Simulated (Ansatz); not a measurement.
A 3-atom cell of PtS2 started from a crystallographic database, relaxed with r2SCAN+rVV10 in Ansatz 0.2.0. Space group P-3m1 (No. 164), trigonal; a = 3.553 Å, c = 5.123 Å in the conventional setting, 18.66 Å³ an atom. Around Pt lie 6 S at 2.39 Å; around S lie 3 Pt at 2.39 Å.

The axes x, y and z are those of this cell:
```yaml
crystal:
  lattice:
    - [3.55262, 0.00000, 0.00000]
    - [-1.77631, 3.07666, 0.00000]
    - [0.00000, 0.00000, 5.12283]
  atoms:
    - { symbol: Pt, position: [0.00000, 0.00000, 0.00000] }
    - { symbol: S, position: [0.33333, 0.66667, 0.23925] }
    - { symbol: S, position: [0.66667, 0.33333, 0.76075] }
```

Unstrained: The PBE gap is indirect, 0.615 eV (k = (0, 0.169, 0.188) to k = (0, 0.281, 0.299)), below the direct gap of 0.915 eV at k = (0, 0.281, 0.299). With r2SCAN the valence top lies at k = (0, 0.169, 0.188) and the conduction bottom at k = (0, 0.281, 0.299), 0.790 eV higher; the smallest vertical gap, at k = (0, 0.281, 0.299), is 1.106 eV. With HSE06 the valence top lies at Γ and the conduction bottom at k = (0, 0.281, 0.299), 1.211 eV higher; the smallest vertical gap, at k = (0, 0.281, 0.299), is 1.680 eV. Meshes: PBE 12×12×6, r2SCAN 12×12×6, HSE06 6×6×4. Strains are changes of length per length. After each strain the atoms were relaxed again with r2SCAN+rVV10 within the symmetry that the strain leaves, so tilts or polar shifts that break it weren't tested; points keep the names that they have in the unstrained zone. The values are computed, spin-unpolarised, and not measurements.

Problem. Estimate what isotropic -2.68 % on every length does to the gap.

Solution. PBE: the gap goes from 0.615 to 0.467 eV (-0.148 eV); the edges go from (0, 0.169, 0.188) → (0, 0.281, 0.299) to Γ → (0, 0.284, 0.302). r2SCAN: the gap goes from 0.790 to 0.625 eV (-0.165 eV); the edges go from (0, 0.169, 0.188) → (0, 0.281, 0.299) to Γ → (0, 0.284, 0.302). HSE06: the gap goes from 1.211 to 1.019 eV (-0.192 eV); the edges go from Γ → (0, 0.281, 0.299) to Γ → (0, 0.284, 0.302).

Problem. Apply uniaxial +2.95 % along x, other directions held. How far does the gap move, against the unstrained cell?

Solution. PBE: the gap goes from 0.615 to 0.478 eV (-0.137 eV); the edges go from (0, 0.169, 0.188) → (0, 0.281, 0.299) to (0, 0.172, 0.182) → (0.288, -0.005, -0.293). r2SCAN: the gap goes from 0.790 to 0.638 eV (-0.152 eV); the edges go from (0, 0.169, 0.188) → (0, 0.281, 0.299) to (0, 0.172, 0.182) → (0.288, -0.005, -0.293). HSE06: the gap goes from 1.211 to 1.135 eV (-0.076 eV); the edges go from Γ → (0, 0.281, 0.299) to (0, 0.172, 0.182) → (0.288, -0.005, -0.293).

Spin-orbit coupling is left out, which matters wherever the heavy atoms make up the band edges.

Where an edge lies off the special points, it is a point of the mesh or the k point where a search put PBE's edge or least direct gap, reused for the other functionals, whose own edges may lie a little apart.

Coordinates of k points refer to the reciprocal vectors of the primitive cell of the runs.

The meshes of the hybrids are coarse, so their gaps aren't converged to the digits shown.
